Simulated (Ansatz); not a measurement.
**Sensitivity of the gradients in Cu2O with an O vacancy to the input**

Cell: a supercell of Cu2O (cuprite type, Pn-3m) built from an entry of the Crystallography Open Database (COD) (the entry's cell lengths or inner coordinates differ somewhat from later room-temperature determinations), with all atoms left at the host's positions.

```cif
data_Cu16O7
_symmetry_space_group_name_H-M 'I-43m'
_symmetry_Int_Tables_number 217
_cell_length_a 8.5200
_cell_length_b 8.5200
_cell_length_c 8.5200
_cell_angle_alpha 90.000
_cell_angle_beta 90.000
_cell_angle_gamma 90.000
loop_
_atom_site_label
_atom_site_type_symbol
_atom_site_symmetry_multiplicity
_atom_site_Wyckoff_symbol
_atom_site_fract_x
_atom_site_fract_y
_atom_site_fract_z
Cu1 Cu 8 c 0.1250 0.1250 0.1250
Cu2 Cu 24 g 0.1250 0.1250 0.6250
O17 O 6 b 0.0000 0.0000 0.5000
O20 O 8 c 0.2500 0.2500 0.2500
```

One atom of each set is listed; the run and its k-mesh use a cell of 23 atoms with edges of 7.38, 7.38, 7.38 Å.

Reference run. Computed with Ansatz: DFT, PBE, plane waves and PAW, scalar-relativistic, 420 eV cutoff, Γ-centred 3×3×3 k-points, Fermi–Dirac smearing 0.01 eV, cell charge +2.

Task: The input is changed as follows: `basis.ecutwfc`: not typed → 700 eV. What happens to V_zz (10²¹ V/m²) and η?

Result: 

```
site  V_zz reference  η reference  V_zz changed  η changed
 Cu1           -2.56         0.00         -2.53       0.00
 Cu2           -3.24         0.20         -3.20       0.20
 O17            0.31         0.00          0.31       0.00
 O20           0.034         0.00         0.036       0.00
```

The largest change of V_zz is on Cu2, from -3.24 to -3.20. In per cent, |V_zz| changes by -1 on Cu (all sites that start above 2). SCF iterations: 14 and 14.

On the reference run: The run isn't spin-polarised, and a state with spin may lie lower. The defect repeats with the cell of 23 atoms, so it feels its images: sites between two images don't show the values beside a lone defect, and zeros or small values of η there can come from the images' arrangement. Cu carries a gradient in the pure host already, so the values there aren't the defect's effect alone. A uniform background compensates the cell's charge. The defect cell has no gap above 0.1 eV on its mesh, so the values can hang on the smearing and the k-mesh. Semilocal functionals underestimate gradients at Cu(I) with two or three neighbours, in Cu₂O by a fifth to nearly a half. The neighbours have not yet relaxed around the defect (largest force 1.9 eV/Å), so a real crystal will differ.
